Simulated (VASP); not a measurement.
# TiSe2 (P-3m1) in VASP: further runs

The runs below take TiSe2 through band structure, with PBE+D3(BJ), PBEsol.

The COD entry that gives the cell may itself be a prediction, so a difference from it is no test against experiment.

Program: VASP 6.6.1. These are calculated values, not measurements. Logs are shortened: lines on timing, memory, paths and dates and some standing lists are left out, and cuts for length are marked.

**1. The structure**

Symmetry: P-3m1, No. 164, trigonal system. The conventional cell has a = 3.486 Å, b = 3.486 Å, c = 5.857 Å, α = 90.00°, β = 90.00°, γ = 120.00°. Around Ti (site symmetry -3m) lie 6 Se at 2.54 Å. Se (site symmetry 3m) is surrounded by 3 Ti at 2.54 Å.

**2. Band structure, PBE+D3(BJ)**

File INCAR:

```
SYSTEM = TiSe2
ALGO = Fast ; EDIFF = 1E-7
ENCUT = 520 ; GGA = PE
ICORELEVEL = 1 ; ISIF = 2
ISMEAR = 0 ; IVDW = 12
LASPH = .TRUE. ; LCHARG = .FALSE.
LMAXMIX = 4 ; LREAL = .FALSE.
LWAVE = .FALSE. ; NBANDS = 19
NELM = 80 ; PREC = Accurate
SIGMA = 0.03
```

File KPOINTS:

```
k-points
0
G
  9 9 5
  0 0 0
```

File POSCAR:

```
TiSe2                                   
1.0
    3.4856846610      0.0000000000      0.0000000000
   -1.7428423305      3.0186914681      0.0000000000
    0.0000000000      0.0000000000      5.8565827650
  Ti              Se            
     1     2
Direct
     0.0000000000000000    0.0000000000000000    0.0000000000000000
     0.3333333300000021    0.6666666699999979    0.2648460949166207
     0.6666666699999979    0.3333333300000021    0.7351539050833793
```

File KPOINTS_OPT:

```
explicit points
96
Reciprocal
 0.0000000000  0.0000000000  0.0000000000 1
 0.0555555556  0.0000000000  0.0000000000 1
 0.1111111111  0.0000000000  0.0000000000 1
 0.1666666667  0.0000000000  0.0000000000 1
 0.2222222222  0.0000000000  0.0000000000 1
 0.2777777778  0.0000000000  0.0000000000 1
 0.3333333333  0.0000000000  0.0000000000 1
 0.3888888889  0.0000000000  0.0000000000 1
 0.4444444444  0.0000000000  0.0000000000 1
 0.5000000000  0.0000000000  0.0000000000 1
 0.5000000000  0.0000000000  0.0000000000 1
 0.4814814815  0.0370370370  0.0000000000 1
 0.4629629630  0.0740740741  0.0000000000 1
 0.4444444444  0.1111111111  0.0000000000 1
 0.4259259259  0.1481481481  0.0000000000 1
 0.4074074074  0.1851851852  0.0000000000 1
 0.3888888889  0.2222222222  0.0000000000 1
 0.3703703703  0.2592592592  0.0000000000 1
 0.3518518518  0.2962962963  0.0000000000 1
 0.3333333333  0.3333333333  0.0000000000 1
 0.3333333333  0.3333333333  0.0000000000 1
 0.2962962963  0.2962962963  0.0000000000 1
 0.2592592592  0.2592592592  0.0000000000 1
 0.2222222222  0.2222222222  0.0000000000 1
 0.1851851852  0.1851851852  0.0000000000 1
 0.1481481481  0.1481481481  0.0000000000 1
 0.1111111111  0.1111111111  0.0000000000 1
 0.0740740741  0.0740740741  0.0000000000 1
 0.0370370370  0.0370370370  0.0000000000 1
 0.0000000000  0.0000000000  0.0000000000 1
 0.0000000000  0.0000000000  0.0000000000 1
 0.0000000000  0.0000000000  0.0555555556 1
 0.0000000000  0.0000000000  0.1111111111 1
 0.0000000000  0.0000000000  0.1666666667 1
 0.0000000000  0.0000000000  0.2222222222 1
 0.0000000000  0.0000000000  0.2777777778 1
 0.0000000000  0.0000000000  0.3333333333 1
 0.0000000000  0.0000000000  0.3888888889 1
 0.0000000000  0.0000000000  0.4444444444 1
 0.0000000000  0.0000000000  0.5000000000 1
 0.0000000000  0.0000000000  0.5000000000 1
 0.0555555556  0.0000000000  0.5000000000 1
 0.1111111111  0.0000000000  0.5000000000 1
 0.1666666667  0.0000000000  0.5000000000 1
 0.2222222222  0.0000000000  0.5000000000 1
 0.2777777778  0.0000000000  0.5000000000 1
 0.3333333333  0.0000000000  0.5000000000 1
 0.3888888889  0.0000000000  0.5000000000 1
 0.4444444444  0.0000000000  0.5000000000 1
 0.5000000000  0.0000000000  0.5000000000 1
 0.5000000000  0.0000000000  0.5000000000 1
 0.4814814815  0.0370370370  0.5000000000 1
 0.4629629630  0.0740740741  0.5000000000 1
 0.4444444444  0.1111111111  0.5000000000 1
 0.4259259259  0.1481481481  0.5000000000 1
 0.4074074074  0.1851851852  0.5000000000 1
 0.3888888889  0.2222222222  0.5000000000 1
 0.3703703703  0.2592592592  0.5000000000 1
 0.3518518518  0.2962962963  0.5000000000 1
 0.3333333333  0.3333333333  0.5000000000 1
 0.3333333333  0.3333333333  0.5000000000 1
 0.2962962963  0.2962962963  0.5000000000 1
 0.2592592592  0.2592592592  0.5000000000 1
 0.2222222222  0.2222222222  0.5000000000 1
 0.1851851852  0.1851851852  0.5000000000 1
 0.1481481481  0.1481481481  0.5000000000 1
 0.1111111111  0.1111111111  0.5000000000 1
 0.0740740741  0.0740740741  0.5000000000 1
 0.0370370370  0.0370370370  0.5000000000 1
 0.0000000000  0.0000000000  0.5000000000 1
 0.5000000000  0.0000000000  0.5000000000 1
 0.5000000000  0.0000000000  0.4444444444 1
 0.5000000000  0.0000000000  0.3888888889 1
 0.5000000000  0.0000000000  0.3333333333 1
 0.5000000000  0.0000000000  0.2777777778 1
 0.5000000000  0.0000000000  0.2222222222 1
 0.5000000000  0.0000000000  0.1666666667 1
 0.5000000000  0.0000000000  0.1111111111 1
 0.5000000000  0.0000000000  0.0555555556 1
 0.5000000000  0.0000000000  0.0000000000 1
 0.3333333333  0.3333333333  0.0000000000 1
 0.3333333333  0.3333333333  0.0555555556 1
 0.3333333333  0.3333333333  0.1111111111 1
 0.3333333333  0.3333333333  0.1666666667 1
 0.3333333333  0.3333333333  0.2222222222 1
 0.3333333333  0.3333333333  0.2777777778 1
 0.3333333333  0.3333333333  0.3333333333 1
 0.3333333333  0.3333333333  0.3888888889 1
 0.3333333333  0.3333333333  0.4444444444 1
 0.3333333333  0.3333333333  0.5000000000 1
 0.0000000000  0.0000000000  0.0000000000 1
 0.0000000000  0.0000000000  0.5000000000 1
 0.3333333333  0.3333333333  0.5000000000 1
 0.3333333333  0.3333333333  0.0000000000 1
 0.5000000000  0.0000000000  0.5000000000 1
 0.5000000000  0.0000000000  0.0000000000 1
```

Potentials or basis: VASP PAW PBE potentials, release 64 (Ti_sv, Se).

Started as:

```console
> cat potpaw_PBE.64/Ti_sv/POTCAR potpaw_PBE.64/Se/POTCAR > POTCAR
> mpirun -np 1 vasp_std > vasp.out
```

OUTCAR:

```text
SYSTEM = TiSe2
   EDIFF = 1E-7
   ENCUT = 520
   GGA = PE
   ISIF = 2
   ISMEAR = 0
   IVDW = 12
   LASPH = .TRUE.
   LREAL = .FALSE.
   NELM = 80
   PREC = Accurate
 IVDW          = 12

 ion  position               nearest neighbor table
   1  0.000  0.000  0.000-   2 2.54   3 2.54   3 2.54   2 2.54   3 2.54   2 2.54
   2  0.333  0.667  0.265-   1 2.54   1 2.54   1 2.54
   3  0.667  0.333  0.735-   1 2.54   1 2.54   1 2.54

  LATTYP: Found a hexagonal cell.
 ALAT       =     3.4856846610
 C/A-ratio  =     1.6801814664

  Lattice vectors:

 A1 = (   3.4856846610,   0.0000000000,   0.0000000000)
 A2 = (  -1.7428423305,   3.0186914681,   0.0000000000)
 A3 = (   0.0000000000,   0.0000000000,   5.8565827650)

Analysis of symmetry for initial positions (statically):
=====================================================================
 Subroutine PRICEL returns:
 Original cell was already a primitive cell.

 Routine SETGRP: Setting up the symmetry group for a
 hexagonal supercell.

 Subroutine GETGRP returns: Found 12 space group operations
 (whereof 12 operations were pure point group operations)
 out of a pool of 24 trial point group operations.

The static configuration has the point symmetry D_3d.

Analysis of symmetry for dynamics (positions and initial velocities):
=====================================================================
 Subroutine PRICEL returns:
 Original cell was already a primitive cell.

 Routine SETGRP: Setting up the symmetry group for a
 hexagonal supercell.

 Subroutine GETGRP returns: Found 12 space group operations
 (whereof 12 operations were pure point group operations)
 out of a pool of 24 trial point group operations.

The dynamic configuration has the point symmetry D_3d.

 Subroutine INISYM returns: Found 12 space group operations
 (whereof 12 operations are pure point group operations),
 and found     1 'primitive' translations

----------------------------------------------------------------------------------------

                                     Primitive cell

  volume of cell :      61.6242

  direct lattice vectors                    reciprocal lattice vectors
     3.485684661  0.000000000  0.000000000     0.286887684  0.165634682  0.000000000
    -1.742842331  3.018691468  0.000000000     0.000000000  0.331269363  0.000000000
     0.000000000  0.000000000  5.856582765     0.000000000  0.000000000  0.170748035

  length of vectors
     3.485684661  3.485684663  5.856582765     0.331269363  0.331269363  0.170748035

  position of ions in fractional coordinates (direct lattice)
     0.000000000  0.000000000  0.000000000
     0.333333330  0.666666670  0.264846095
     0.666666670  0.333333330  0.735153905

  ion indices of the primitive-cell ions
   primitive index   ion index
                 1           1
                 2           2
                 3           3

----------------------------------------------------------------------------------------

 KPOINTS: k-points

Automatic generation of k-mesh.
 Grid dimensions read from file:
 generate k-points for:    9    9    5

 Generating k-lattice:

  Cartesian coordinates                     Fractional coordinates (reciprocal lattice)
     0.031876409  0.018403854  0.000000000     0.111111111  0.000000000  0.000000000
     0.000000000  0.036807707  0.000000000     0.000000000  0.111111111  0.000000000
     0.000000000  0.000000000  0.034149607     0.000000000  0.000000000  0.200000000

  Length of vectors
     0.036807707  0.036807707  0.034149607

  Shift w.r.t. Gamma in fractional coordinates (k-lattice)
     0.000000000  0.000000000  0.000000000

 Subroutine IBZKPT returns following result:
 ===========================================

 Found     50 irreducible k-points:

 Following reciprocal coordinates:
            Coordinates               Weight
  0.000000  0.000000  0.000000      1.000000
  0.111111  0.000000  0.000000      6.000000
  0.222222  0.000000  0.000000      6.000000
  0.333333  0.000000  0.000000      6.000000
  0.444444  0.000000  0.000000      6.000000
  0.111111  0.111111  0.000000      6.000000
[... 16 lines left out ...]
  0.222222  0.111111  0.200000     12.000000
 -0.111111  0.333333  0.200000     12.000000
 [... further k-points ...]
   k-points           NKPTS =     50   k-points in BZ     NKDIM =     50   number of bands    NBANDS=     19
   number of dos      NEDOS =    301   number of ions     NIONS =      3
   total plane-waves  NPLWV =  37632
   dimension x,y,z NGX =    28 NGY =   28 NGZ =   48
   dimension x,y,z NGXF=    56 NGYF=   56 NGZF=   96
   ions per type =               1   2
   NGX,Y,Z   is equivalent  to a cutoff of  13.35, 13.35, 13.63 a.u.
   NGXF,Y,Z  is equivalent  to a cutoff of  26.71, 26.71, 27.25 a.u.
 SYSTEM =  TiSe2
   PREC   = accura    normal or accurate (medium, high low for compatibility)
   ISTART =      0    job   : 0-new  1-cont  2-samecut
   ICHARG =      2    charge: 1-file 2-atom 10-const
   ISPIN  =      1    spin polarized calculation?
   LNONCOLLINEAR =      F non collinear calculations
   LSORBIT =      F    spin-orbit coupling
   LASPH  =      T    aspherical Exc in radial PAW
   ENCUT  =  520.0 eV  38.22 Ry    6.18 a.u.   6.48  6.48 10.89*2*pi/ulx,y,z
   NELM   =     80;   NELMIN=  2; NELMDL= -5     # of ELM steps
   EDIFF  = 0.1E-06   stopping-criterion for ELM
   LREAL  =      F    real-space projection
   EDIFFG = 0.1E-05   stopping-criterion for IOM
   NSW    =      0    number of steps for IOM
   IBRION =     -1    ionic relax: 0-MD 1-quasi-New 2-CG
   NFREE  =      0    steps in history (QN), initial steepest desc. (CG)
   ISIF   =      2    stress and relaxation
   ISYM   =      2    0-nonsym 1-usesym 2-fastsym
   POTIM  = 0.5000    time-step for ionic-motion
   TEBEG  =    0.0;   TEEND  =   0.0 temperature during run
   PSTRESS=    0.0 pullay stress
   NELECT =      24.0000    total number of electrons
   NUPDOWN=      -1.0000    fix difference up-down
   EMIN   =  10.00;   EMAX   =-10.00  energy-range for DOS
   EFERMI =   0.00;   METHOD = LEGACY
   ISMEAR =     0;   SIGMA  =   0.03  broadening in eV -4-tet -1-fermi 0-gaus
   EFERMI_NEDOS =   21; number of points for ismear=-14 and -15
   IALGO  =     68    algorithm
   IMIX   =      4    mixing-type and parameters
     AMIX     =   0.40;   BMIX     =  1.00
     AMIX_MAG =   1.60;   BMIX_MAG =  1.00
  volume/ion in A,a.u.               =      20.54       138.62
  Fermi-wavevector in a.u.,A,eV,Ry     =   1.195533  2.259230 19.446793  1.429299
  Thomas-Fermi vector in A             =   2.331496
   LORBIT       =      0    0 simple, 1 ext, 2 COOP (PROOUT), +10 PAW based schemes
   GGA     = PE    functional components
   LHFCALC =     F    Hartree Fock is set to
   AEXX    =    0.0000 exact exchange contribution
   IVDW    =    12    specifies the selected vdW correction
   LEPSILON=     F    determine dielectric tensor
   LRPA    =     F    only Hartree local field effects (RPA)
 non-spin polarized calculation
 RMM-DIIS sequential band-by-band and
 Gauss-broadening in eV      SIGMA  =   0.03
  energy-cutoff  :      520.00
  volume of cell :       61.62
 maximum number of plane-waves:      1684
 NGX is ok and might be reduce to    28
   NGX = 13   NGY = 13   NGZ = 21

 number of electron      24.0000002 magnetization

 Free energy of the ion-electron system (eV)
  ---------------------------------------------------
  ext. energy  EPLUGINS =         0.00000000
  ---------------------------------------------------
  free energy    TOTEN  =       -18.12894672 eV

  energy without entropy =      -18.12842541  energy(sigma->0) =      -18.12868606

 the core state eigenenergies are
   1-  1s  -4858.1960  2s   -526.8262  2p   -434.1151
   2-  1s -12491.9362  2s  -1595.4705  2p  -1401.8160  3s   -202.1997  3p   -141.6723
       3d    -41.8625
   3-  1s -12491.9362  2s  -1595.4705  2p  -1401.8160  3s   -202.1997  3p   -141.6723
       3d    -41.8625

 E-fermi :   5.3557     XC(G=0): -10.2958

 val. band max:        5.3517482290   @ k =   0.0000   0.4444   0.2000
 cond. band min:       5.3753336854   @ k =   0.0000   0.3333   0.2000
 fundamental gap:      0.0235854564
 Fermi energy:         5.3556882796

 k-point     1 :       0.0000    0.0000    0.0000
  band No.  band energies     occupation
      1     -52.1511      2.00000
      2     -28.3852      2.00000
      3     -28.3695      2.00000
      4     -28.3695      2.00000
      5      -8.8305      2.00000
      6      -7.2139      2.00000
[... 11 lines left out ...]
     18      11.0721      0.00000
     19      11.5233      0.00000
[... 489 lines left out ...]
      3     -28.3882      2.00000
      4     -28.3705      2.00000
      5      -7.8813      2.00000
      6      -7.0412      2.00000
[... 11 lines left out ...]
     18      12.4991      0.00000
     19      12.9090      0.00000

 [... further k-points ...]

------------------------ aborting loop because EDIFF is reached ----------------------------------------

 Edisp (eV)   -1.35029

 E8    (eV) :    -0.5857

  FORCE on cell =-STRESS in cart. coord.  units (eV):
  Direction    XX          YY          ZZ          XY          YZ          ZX
  --------------------------------------------------------------------------------------
  -------------------------------------------------------------------------------------
  Total       0.00751     0.00751     0.01457    -0.00000     0.00000     0.00000
  in kB       0.19527     0.19527     0.37873    -0.00000     0.00000     0.00000
  external pressure =        0.26 kB  Pullay stress =        0.00 kB

 VOLUME and BASIS-vectors are now :
 -----------------------------------------------------------------------------
  energy-cutoff  :      520.00
  volume of cell :       61.62
      direct lattice vectors                 reciprocal lattice vectors
     3.485684661  0.000000000  0.000000000     0.286887684  0.165634682  0.000000000
    -1.742842331  3.018691468  0.000000000     0.000000000  0.331269363  0.000000000
     0.000000000  0.000000000  5.856582765     0.000000000  0.000000000  0.170748035

 POSITION                                       TOTAL-FORCE (eV/Angst)
 -----------------------------------------------------------------------------------
      0.00000      0.00000      0.00000        -0.000000      0.000000      0.000000
     -0.00000      2.01246      1.55109        -0.000000      0.000000      0.004903
      1.74284      1.00623      4.30549         0.000000      0.000000     -0.004903
 -----------------------------------------------------------------------------------
    total drift:                                0.000000     -0.000000      0.000000

  FREE ENERGIE OF THE ION-ELECTRON SYSTEM (eV)
  ---------------------------------------------------
  free  energy   TOTEN  =       -19.4792361460 eV

  energy  without entropy=      -19.4787148367  energy(sigma->0) =      -19.47897549
```

Run time: 95 s. Hardware: 1 thread of Intel Xeon 6975P-C (Granite Rapids), shared host; peak memory 0.26 GiB.

Results:

```
Free energy                : -19.4792 eV
Pressure                   : 0.0 GPa
Largest force              : 0.005 eV/Å
Band gap along the path    : none (metal or under the smearing width)
Dispersion energy per atom : -0.450 eV
```

Forces on the atoms (eV/Å):
```
Ti   0.000  0.000  0.000
Se   0.000  0.000  0.005
Se   0.000  0.000 -0.005
```

Levels at the corners of the path, in eV from the Fermi level:
| point | band 9 | band 10 | band 11 | band 12 | band 13 | band 14 | band 15 | band 16 |
| --- | --- | --- | --- | --- | --- | --- | --- | --- |
| Γ | -2.24 | 0.39 | 0.53 | 0.53 | 0.60 | 0.62 | 0.62 | 3.31 |
| M | -2.91 | -2.84 | -2.23 | -1.41 | 0.07 | 1.48 | 1.90 | 3.24 |
| M | -2.91 | -2.84 | -2.23 | -1.41 | 0.07 | 1.48 | 1.90 | 3.24 |
| K | -4.09 | -2.66 | -2.66 | -2.38 | 1.25 | 1.76 | 1.76 | 2.63 |
| K | -4.09 | -2.66 | -2.66 | -2.38 | 1.25 | 1.76 | 1.76 | 2.63 |
| Γ | -2.24 | 0.39 | 0.53 | 0.53 | 0.60 | 0.62 | 0.62 | 3.31 |
| Γ | -2.24 | 0.39 | 0.53 | 0.53 | 0.60 | 0.62 | 0.62 | 3.31 |
| A | -2.16 | -2.16 | 0.30 | 0.30 | 0.51 | 0.51 | 1.30 | 3.77 |
| A | -2.16 | -2.16 | 0.30 | 0.30 | 0.51 | 0.51 | 1.30 | 3.77 |
| L | -2.80 | -2.53 | -1.10 | -0.84 | -0.23 | 1.48 | 1.87 | 3.07 |
| L | -2.80 | -2.53 | -1.10 | -0.84 | -0.23 | 1.48 | 1.87 | 3.07 |
| H | -3.81 | -3.38 | -2.08 | -2.08 | 1.26 | 1.28 | 1.28 | 3.62 |
| H | -3.81 | -3.38 | -2.08 | -2.08 | 1.26 | 1.28 | 1.28 | 3.62 |
| A | -2.16 | -2.16 | 0.30 | 0.30 | 0.51 | 0.51 | 1.30 | 3.77 |
| L | -2.80 | -2.53 | -1.10 | -0.84 | -0.23 | 1.48 | 1.87 | 3.07 |
| M | -2.91 | -2.84 | -2.23 | -1.41 | 0.07 | 1.48 | 1.90 | 3.24 |
| K | -4.09 | -2.66 | -2.66 | -2.38 | 1.25 | 1.76 | 1.76 | 2.63 |
| H | -3.81 | -3.38 | -2.08 | -2.08 | 1.26 | 1.28 | 1.28 | 3.62 |

Core levels (eV, on the scale of the bands):
```tsv
atom	levels
1 Ti	1s -4858.2, 2s -526.8, 2p -434.1
2 Se	1s -12491.9, 2s -1595.5, 2p -1401.8, 3s -202.2, 3p -141.7, 3d -41.9
3 Se	1s -12491.9, 2s -1595.5, 2p -1401.8, 3s -202.2, 3p -141.7, 3d -41.9
```

Caveat: pairwise dispersion overbinds metals, which lowers pressure and volume.

[end of part 1 of 2]
